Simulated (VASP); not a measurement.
# InAs (zincblende), PBEsol relaxation of cell and atoms: Ansatz's output and VASP's

Start cell

```cif
data_structure
_symmetry_space_group_name_H-M 'P 1'
_symmetry_Int_Tables_number 1
_cell_length_a 4.3761
_cell_length_b 4.3761
_cell_length_c 4.3761
_cell_angle_alpha 60.000
_cell_angle_beta 60.000
_cell_angle_gamma 60.000
_cell_volume 59.26
loop_
_atom_site_label
_atom_site_type_symbol
_atom_site_fract_x
_atom_site_fract_y
_atom_site_fract_z
_atom_site_occupancy
In1 In 0.00000 0.00000 0.00000 1
As1 As 0.25000 0.25000 0.25000 1
```

Ansatz printed

```
basis re-selected at this cell: Δ(F+E_penalty+E_count) = +4.701e-4 eV, ΔP = -0.001 GPa vs the last step (what re-selecting the basis moved, of the pressure what is left beyond the Pulay correction that the steps carried, after the strain that the cell walked since its last selection, with what the two solves' SCF thresholds leave and, on support functions, any second-order correction that the steps lacked; it is no measure of the basis error at this ecutwfc). This SCF's stress stands 5.55e-3 GPa from its target on what of the cell is left free (relax.cell.stress_tol is 5.00e-2 GPa) and its largest allowed force component is 5.26e-17 eV/Å (relax.f_tol is 5.00e-3 eV/Å): within both
SCF converged after 6 iterations
Free energy (F): -10338.809236 eV
Harris-Foulkes:  -10338.809236 eV  (|F-HF|=0.00e0)
Internal energy: -10338.808882 eV  (E = F + TS)
E sigma→0 (E₀):  -10338.809059 eV
Entropy (-TS):   -0.000354 eV (-0.177 meV/atom)
Fermi energy:    7.449570 eV
--- Per-component energies (eV) ---
  E_band       = -322.211553
  E_kinetic    = 346.723211
  E_local      = -3306.422369  (includes V_loc(G=0)·N_el)
  E_nonlocal   = -299.763461
  E_hartree    = 1594.382290
  E_xc         = -291.808822
  E_vxc        = -178.719265  (∫ρ·V_xc dr)
  E_paw        = -5877.700196  (= ΣΔE_a)
  E_vpaw       = -72.794284  (= ΣTr[D̂ρ^β])
  E_aug_tail   = 0.000034  (compensation charges beyond the density's cutoff)
  E_ewald      = -2505.421900
  E_core_change = 1.202331  (= ΣΔE_core)
  E_smearing   = -0.000354  (= −TS)
  E_closure    = -0.000000  (closes the sum)
  Σ components = -10338.809236   (vs F -10338.809236, Δ=0.00e0)
--- Forces (eV/Å), atoms counted from 1 ---
  atom   1  In     0.00000000    -0.00000000    -0.00000000
  atom   2  As    -0.00000000     0.00000000     0.00000000
  max |Σ_I F_I| component: 9.83e-17 eV/Å
--- Stress (GPa, compression-positive) ---
       -0.005548      -0.000000       0.000000
        0.000000      -0.005548       0.000000
       -0.000000       0.000000      -0.005548
  P = ⅓ Tr σ = -0.0055 GPa (-0.055 kbar)
--- Relaxed structure (4 steps of the walk, 4 accepted, 1 SCFs on fresh bases) ---
  F+E_penalty+E_count = -10338.80923608 eV   max|allowed force component| = 5.262e-17 eV/Å   (the final SCF, on the basis selected at the relaxed cell)
  cell:  # Å, volume = 56.4642 Å³
    - [3.4393761222045233e-34, 3.044955679285132, 3.044955679285132]
    - [3.044955679285132, 1.0088836625133267e-32, 3.044955679285132]
    - [3.044955679285132, 3.044955679285132, 9.006070068142954e-33]
  atoms:
    - { symbol: In, position: [-1.7161457569862875e-33, 1.6214886808548184e-33, 1.739485857950211e-33] }
    - { symbol: As, position: [0.25, 0.25, 0.25] }
```

Each program uses its own PAW datasets. VASP's cell holds 18 valence electrons and Ansatz's 28.

Q: What does VASP give for the same cell and level of theory?

A: relaxed cell vector lengths 4.309, 4.309, 4.309 Å; relaxed cell volume 56.57 Å³.

From OUTCAR

```
k-points           NKPTS =     16   k-points in BZ     NKDIM =     16   number of bands    NBANDS=     16

   NELECT =      18.0000    total number of electrons

   dimension x,y,z NGX =    36 NGY =   36 NGZ =   36
   dimension x,y,z NGXF=    72 NGYF=   72 NGZF=   72

  energy-cutoff  :      600.00
  volume of cell :       56.57
      direct lattice vectors                 reciprocal lattice vectors
     0.000000000  3.046882369  3.046882369    -0.164102167  0.164102167  0.164102167
     3.046882369  0.000000000  3.046882369     0.164102167 -0.164102167  0.164102167
     3.046882369  3.046882369  0.000000000     0.164102167  0.164102167 -0.164102167

 k-points in reciprocal lattice and weights: KPOINTS created by Atomic Simulation Env
   0.00000000  0.00000000  0.00000000       0.005
   0.16666667  0.00000000  0.00000000       0.037
   0.33333333  0.00000000  0.00000000       0.037
   0.50000000  0.00000000  0.00000000       0.019
   0.16666667  0.16666667  0.00000000       0.028
   0.33333333  0.16666667  0.00000000       0.111
   0.50000000  0.16666667  0.00000000       0.111
  -0.33333333  0.16666667  0.00000000       0.111
   ...

 E-fermi :   4.1640

 k-point     1 :       0.0000    0.0000    0.0000
  band No.  band energies     occupation
      1     -10.1443      2.00000
      2     -10.1443      2.00000
      3     -10.1443      2.00000
      4     -10.0260      2.00000
      5     -10.0260      2.00000
      6      -7.5926      2.00000
      7       3.7478      2.00000
      8       4.1501      1.33334
      9       4.1501      1.33333
     10       4.1501      1.33333
     11       7.9900      0.00000
     12       7.9900      0.00000
     13       7.9900      0.00000
     14      11.3910      0.00000
     15      13.7506      0.00000
     16      13.7506      0.00000

 k-point     2 :       0.1667    0.0000    0.0000
  band No.  band energies     occupation
      1     -10.1758      2.00000
      2     -10.1351      2.00000
      3     -10.1351      2.00000
      4     -10.0260      2.00000
      5     -10.0260      2.00000
      6      -7.3195      2.00000
      7       1.6072      2.00000
      8       3.8441      2.00000
      9       3.8441      2.00000
     10       5.2648      0.00000
     11       8.3469      0.00000
     12       8.4253      0.00000
     13       8.4253      0.00000
     14      12.4999      0.00000
     15      12.6526      0.00000
     16      12.6526      0.00000

 k-point     3 :       0.3333    0.0000    0.0000
  band No.  band energies     occupation
      1     -10.2335      2.00000
      2     -10.1201      2.00000
      3     -10.1201      2.00000
      4     -10.0224      2.00000
      5     -10.0224      2.00000
      6      -6.6419      2.00000
      7      -0.5566      2.00000
      8       3.3766      2.00000
      9       3.3766      2.00000
     10       5.1258      0.00000
     11       8.7879      0.00000
     12       8.7879      0.00000
     13      10.1234      0.00000
     14      12.0983      0.00000
     15      13.1152      0.00000
     16      13.1152      0.00000

 k-point     4 :       0.5000    0.0000    0.0000
  band No.  band energies     occupation
      1     -10.2602      2.00000
      2     -10.1147      2.00000
      3     -10.1147      2.00000
      4     -10.0185      2.00000
      5     -10.0185      2.00000
      6      -6.1771      2.00000
      7      -1.5520      2.00000
      8       3.1853      2.00000
      9       3.1853      2.00000
     10       4.9712      0.00000
     11       8.7534      0.00000
     12       8.7534      0.00000
     13      10.8336      0.00000
     14      12.9345      0.00000
     15      14.7561      0.00000
     16      14.7561      0.00000

 k-point     5 :       0.1667    0.1667    0.0000
  band No.  band energies     occupation
      1     -10.1948      2.00000
      2     -10.1258      2.00000
      3     -10.1258      2.00000
      4     -10.0336      2.00000
      5     -10.0207      2.00000
      6      -7.2295      2.00000
      7       1.5432      2.00000
      8       3.3380      2.00000
      9       3.3380      2.00000
     10       6.2458      0.00000
     11       6.9564      0.00000
     12       9.2046      0.00000
     13       9.2046      0.00000
     14      11.1264      0.00000
     15      13.3268      0.00000
     16      14.0482      0.00000

 k-point     6 :       0.3333    0.1667    0.0000
  band No.  band energies     occupation
      1     -10.2407      2.00000
      2     -10.1125      2.00000
      3     -10.1088      2.00000
      4     -10.0372      2.00000
      5     -10.0162      2.00000
      6      -6.6792      2.00000
      7      -0.0676      2.00000
      8       2.6133      2.00000
      9       2.8537      2.00000
     10       6.4263      0.00000
     11       7.5089      0.00000
     12       9.4428      0.00000
     13       9.8771      0.00000
     14      11.9240      0.00000
     15      14.0189      0.00000
     16      14.1776      0.00000

 ...

  Total       -0.0002933     -0.0002933     -0.0002933      0.0000000      0.0000000     -0.0000000
  in kB       -0.0083074     -0.0083074     -0.0083074      0.0000000      0.0000000     -0.0000000
  external PRESSURE =      -0.0083074 kB  Pullay stress =       0.0000000 kB

 POSITION                                       TOTAL-FORCE (eV/Angst)
 -----------------------------------------------------------------------------------
      0.00000      0.00000      0.00000        -0.000000      0.000000     -0.000000
      1.52344      1.52344      1.52344         0.000000     -0.000000      0.000000
 -----------------------------------------------------------------------------------
    total drift:                               -0.000000     -0.000000     -0.000000

  FREE ENERGIE OF THE ION-ELECTRON SYSTEM (eV)
  ---------------------------------------------------
  free  energy   TOTEN  =        -8.4716308707 eV

  energy  without entropy=       -8.4712772462  energy(sigma->0) =       -8.47145406
```
